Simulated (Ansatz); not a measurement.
# HfSi2 (Cmcm)

The calculation used DFT PBE, scalar-relativistic, plane waves, PAW (Ansatz 0.2.0).

Settings: cutoff 420 eV, Γ-centred mesh 10×10×10 on the computed 6-atom cell, Gaussian smearing of 0.10 eV; no spin polarisation.

The structure is relaxed at this level of theory with its symmetry kept, and needn't be the ground state of this composition.

```cif
data_structure
_symmetry_space_group_name_H-M 'P 1'
_symmetry_Int_Tables_number 1
_cell_length_a 7.5247
_cell_length_b 7.5247
_cell_length_c 3.6598
_cell_angle_alpha 90.000
_cell_angle_beta 90.000
_cell_angle_gamma 151.672
_cell_volume 98.33
loop_
_atom_site_label
_atom_site_type_symbol
_atom_site_fract_x
_atom_site_fract_y
_atom_site_fract_z
_atom_site_occupancy
Hf1 Hf 0.89454 0.10546 0.75000 1
Hf2 Hf 0.10546 0.89454 0.25000 1
Si1 Si 0.55428 0.44572 0.75000 1
Si2 Si 0.44572 0.55428 0.25000 1
Si3 Si 0.25028 0.74972 0.75000 1
Si4 Si 0.74972 0.25028 0.25000 1
```

Task: Formation energy from the elements' standard states (uncorrected)?

Result: -0.563 eV/atom.

Task: Kohn–Sham band gap?

Result: none (metal).

Task: Density of states at the Fermi level?

Result: 1.3 states/eV per cell.

Task: Orbital (Löwdin) character within 0.5 eV of the Fermi level?

Result: Hf 5d 49 %, Si 3p 36 %, Si 3s 9 %, unprojected 5 %.

Task: Bader charge by site (e)?

Result: Hf (2 in the cell) 1.35, Si (2 in the cell) -0.83, Si (2 in the cell) -0.52.

Spin-orbit coupling is left out, which matters for the bands of heavy elements.

It was relaxed from a cell as deposited in COD. Löwdin shares on free-atom orbitals overweight diffuse shells.
